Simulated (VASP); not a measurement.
# PbS (P4/mmm) in VASP: notebook, part 2 of 2

VASP 6.6.1. The steps go on from the part before.

## 4. Single point, LDA (strain +0.080 along x and y, +0.000 along z, atoms carried along)

File INCAR:

```
PREC = Accurate ; ENCUT = 520
EDIFF = 1E-6 ; ISMEAR = 0
SIGMA = 0.15 ; LREAL = False
LASPH = True ; NELM = 100
ALGO = Fast ; ISIF = 2
LWAVE = False ; LCHARG = True
LELF = True ; LVHAR = True
NBANDS = 17
```

File KPOINTS:

```
regular mesh
0
Gamma
  14 14 14
```

File POSCAR:

```
PbS
1.0
    3.9459517200      0.0000000000      0.0000000000
    0.0000000000      3.9459517200      0.0000000000
    0.0000000000      0.0000000000      3.6536590000
Pb S
1 1
Direct
    0.0000000000      0.0000000000      0.0000000000
    0.5000000000      0.5000000000      0.5000000000
```

Potentials or basis: VASP PAW LDA potentials, release 64 (Pb_d, S).

Run with:

```
cat potpaw_LDA.64/Pb_d/POTCAR potpaw_LDA.64/S/POTCAR > POTCAR
mpirun -np 1 vasp_std > vasp.out
```

OUTCAR:

```text
PREC = Accurate
   ENCUT = 520
   EDIFF = 1E-6
   ISMEAR = 0
   LREAL = False
   LASPH = True
   NELM = 100
   ISIF = 2

 ion  position               nearest neighbor table
   1  0.000  0.000  0.000-   2 3.34   2 3.34   2 3.34   2 3.34   2 3.34   2 3.34   2 3.34   2 3.34

   2  0.500  0.500  0.500-   1 3.34   1 3.34   1 3.34   1 3.34   1 3.34   1 3.34   1 3.34   1 3.34

  LATTYP: Found a simple tetragonal cell.
 ALAT       =     3.9459517200
 C/A-ratio  =     0.9259259259

  Lattice vectors:

 A1 = (   3.9459517200,   0.0000000000,   0.0000000000)
 A2 = (   0.0000000000,   3.9459517200,   0.0000000000)
 A3 = (   0.0000000000,   0.0000000000,   3.6536590000)

Analysis of symmetry for initial positions (statically):
=====================================================================
 Subroutine PRICEL returns:
 Original cell was already a primitive cell.

 Routine SETGRP: Setting up the symmetry group for a
 simple tetragonal supercell.

 Subroutine GETGRP returns: Found 16 space group operations
 (whereof 16 operations were pure point group operations)
 out of a pool of 16 trial point group operations.

The static configuration has the point symmetry D_4h.

Analysis of symmetry for dynamics (positions and initial velocities):
=====================================================================
 Subroutine PRICEL returns:
 Original cell was already a primitive cell.

 Routine SETGRP: Setting up the symmetry group for a
 simple tetragonal supercell.

 Subroutine GETGRP returns: Found 16 space group operations
 (whereof 16 operations were pure point group operations)
 out of a pool of 16 trial point group operations.

The dynamic configuration has the point symmetry D_4h.

 Subroutine INISYM returns: Found 16 space group operations
 (whereof 16 operations are pure point group operations),
 and found     1 'primitive' translations

[... 106 lines left out ...]
   NUPDOWN=      -1.0000    fix difference up-down
   EMIN   =  10.00;   EMAX   =-10.00  energy-range for DOS
   EFERMI =   0.00;   METHOD = LEGACY
   ISMEAR =     0;   SIGMA  =   0.15  broadening in eV -4-tet -1-fermi 0-gaus
   EFERMI_NEDOS =   21; number of points for ismear=-14 and -15
   IALGO  =     68    algorithm
   IMIX   =      4    mixing-type and parameters
     AMIX     =   0.40;   BMIX     =  1.00
     AMIX_MAG =   1.60;   BMIX_MAG =  1.00
  volume/ion in A,a.u.               =      28.44       191.95
  Fermi-wavevector in a.u.,A,eV,Ry     =   1.155423  2.183433 18.163807  1.335002
  Thomas-Fermi vector in A             =   2.292052
   LORBIT       =      0    0 simple, 1 ext, 2 COOP (PROOUT), +10 PAW based schemes
   GGA     = CA    functional components
   LHFCALC =     F    Hartree Fock is set to
   AEXX    =    0.0000 exact exchange contribution
   IVDW    =     0    specifies the selected vdW correction
   LEPSILON=     F    determine dielectric tensor
   LRPA    =     F    only Hartree local field effects (RPA)
 non-spin polarized calculation
 RMM-DIIS sequential band-by-band and
 Gauss-broadening in eV      SIGMA  =   0.15
  energy-cutoff  :      520.00
  volume of cell :       56.89
 maximum number of plane-waves:      1558
 NGX is ok and might be reduce to    30
   NGX = 15   NGY = 15   NGZ = 13

 number of electron      19.9999998 magnetization

 Free energy of the ion-electron system (eV)
  ---------------------------------------------------
  ext. energy  EPLUGINS =         0.00000000
  ---------------------------------------------------
  free energy    TOTEN  =        -9.06093733 eV

  energy without entropy =       -9.05517862  energy(sigma->0) =       -9.05805797

 E-fermi :   4.3461     XC(G=0):  -9.7776

 val. band max:        4.3435833634   @ k =   0.5000   0.2143   0.0000
 cond. band min:       4.3495008287   @ k =   0.3571   0.3571   0.0000
 fundamental gap:      0.0059174653
 Fermi energy:         4.3460643531

 k-point     1 :       0.0000    0.0000    0.0000
  band No.  band energies     occupation
      1     -12.6789      2.00000
      2     -12.6112      2.00000
      3     -12.5065      2.00000
      4     -12.5047      2.00000
      5     -12.5047      2.00000
      6      -7.9177      2.00000
[... 457 lines left out ...]
      4     -12.5225      2.00000
      5     -12.5116      2.00000
      6      -7.0416      2.00000
[... 9 lines left out ...]
     16      14.7539      0.00000
     17      15.1845      0.00000

 [... further k-points ...]
[... 5 lines left out ...]
  --------------------------------------------------------------------------------------
  -------------------------------------------------------------------------------------
  Total       -4.0757063     -4.0757063     -2.4973493      0.0000000      0.0000000     -0.0000000
  in kB     -114.7841481   -114.7841481    -70.3328677      0.0000000      0.0000000     -0.0000000
  external PRESSURE =     -99.9670546 kB  Pullay stress =       0.0000000 kB

 VOLUME and BASIS-vectors are now :
 -----------------------------------------------------------------------------
  energy-cutoff  :      520.00
  volume of cell :       56.89
      direct lattice vectors                 reciprocal lattice vectors
     3.945951720  0.000000000  0.000000000     0.253424287  0.000000000  0.000000000
     0.000000000  3.945951720  0.000000000     0.000000000  0.253424287  0.000000000
     0.000000000  0.000000000  3.653659000     0.000000000  0.000000000  0.273698230

 POSITION                                       TOTAL-FORCE (eV/Angst)
 -----------------------------------------------------------------------------------
      0.00000      0.00000      0.00000         0.000000      0.000000      0.000000
      1.97298      1.97298      1.82683         0.000000      0.000000      0.000000
 -----------------------------------------------------------------------------------
    total drift:                                0.000000     -0.000000     -0.000000

  FREE ENERGIE OF THE ION-ELECTRON SYSTEM (eV)
  ---------------------------------------------------
  free  energy   TOTEN  =        -9.0609373285 eV

  energy  without entropy=       -9.0551786181  energy(sigma->0) =       -9.05805797
```

Wall time 3.8 min (1 thread of Intel Xeon Platinum 8559C (Emerald Rapids), shared host); peak memory 0.35 GiB.

What came out:

* Free energy: -9.0609 eV
* Pressure: -10.0 GPa
* Band gap on the k mesh: none (metal or under the smearing width)

Levels at points of the mesh, in eV from the Fermi level:
```
           k point  band 8  band 9  band 10  band 11  band 12  band 13
(0.00, 0.00, 0.00)   -1.61   -1.61    -0.76     5.03     5.03     5.15
(0.50, 0.00, 0.00)   -0.66   -0.45    -0.06     0.13     2.84     4.17
(0.50, 0.50, 0.00)   -3.84   -3.84     0.08     3.83     3.83     5.40
(0.00, 0.00, 0.50)   -0.75   -0.52    -0.52    -0.48     3.27     3.27
(0.50, 0.00, 0.50)   -3.72   -3.65    -0.37     2.88     3.48     4.55
(0.50, 0.50, 0.50)   -2.13   -1.91    -1.91    -0.75    -0.11    -0.11
```

The run has no spin-orbit coupling, so splittings on Pb are missing.

## 5. Summary

```csv
cell,gap on the mesh (eV),pressure (GPa)
"strain +0.000 along x and y, -0.080 along z, atoms carried along",none,-0.2
"strain -0.080 along x and y, +0.000 along z, atoms carried along",none,6.3
"strain +0.080 along x and y, +0.000 along z, atoms carried along",none,-10.0
```

Alike in all rows: task single point; level LDA; potentials or basis VASP PAW LDA potentials, release 64 (Pb_d, S); no spin polarisation; k mesh 14 × 14 × 14; cutoff (eV) 520; smearing gaussian 0.15 eV.

Absolute energies hang on the potentials; compare differences alone.
